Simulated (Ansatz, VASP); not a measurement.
Two plane-wave programs on Au

File INCAR:

```
SYSTEM = Au
PREC = Accurate ; ENCUT = 520
EDIFF = 1E-7 ; ISMEAR = -1
SIGMA = 0.05 ; LREAL = .False.
LASPH = .True. ; NELM = 60
ALGO = Normal ; ISIF = 2
LWAVE = .False. ; LCHARG = .False.
GGA = PS ; NBANDS = 12
```

File KPOINTS:

```
Automatic mesh
0
Gamma
  11 11 11
  0 0 0
```

Contents of POSCAR:

```
Au
1.0
    0.0000000000      2.0213418704      2.0213418704
    2.0213418704      0.0000000000      2.0213418704
    2.0213418704      2.0213418704      0.0000000000
Au
1
Direct
    0.0000000000      0.0000000000      0.0000000000
```

Contents of input.yaml:

```yaml
crystal:
  lattice:
    - [0.0, 2.0213418704, 2.0213418704]
    - [2.0213418704, 0.0, 2.0213418704]
    - [2.0213418704, 2.0213418704, 0.0]
  atoms:
    - { symbol: Au, position: [0.0, 0.0, 0.0] }
hamiltonian:
  xc: pbesol
  pseudopotentials: { kind: paw }
kpoints:
  mp_grid: { grid: [11, 11, 11] }
scf:
  occupations: { method: fermi_dirac, width: 0.05 }
output:
  forces: true
  stress: true
  eigenvalues: true
```

Change from the starting cell: volume scaled by 0.98.

Alike in both runs: task single point; functional PBEsol; k mesh 11 × 11 × 11; occupations fermi-dirac, width 0.05 eV; no spin polarisation.

|  | VASP | Ansatz |
| --- | --- | --- |
| version | VASP 6.6.1 | Ansatz 0.2.0 |
| potentials or method | VASP PAW PBE potentials, release 64 (Au) | Ansatz PAW |
| plane-wave cutoff (eV) | 520 | 420 |
| valence electrons in the cell | 11 | 19 |

Ansatz gave:

| Item | Value |
| --- | --- |
| gap on the k mesh at the Fermi level (eV) | none |
| pressure (GPa) | 5.6 |

Problem. What did VASP give for the same quantities?

Solution. gap on the k mesh at the Fermi level (eV): none; pressure (GPa): 5.3.

A gap of «none» marks a metal or a gap that the smearing closes. The two sets of potentials don't hold the same shells in valence.

Caveats: the PAW data sets were made with another functional, which shifts forces and pressure a little (VASP); the PAW data sets come from PBE, with cores solved anew for the run's functional, which leaves a small shift of forces and pressure (Ansatz). Spin-orbit coupling is left out, which matters for the levels of Au.
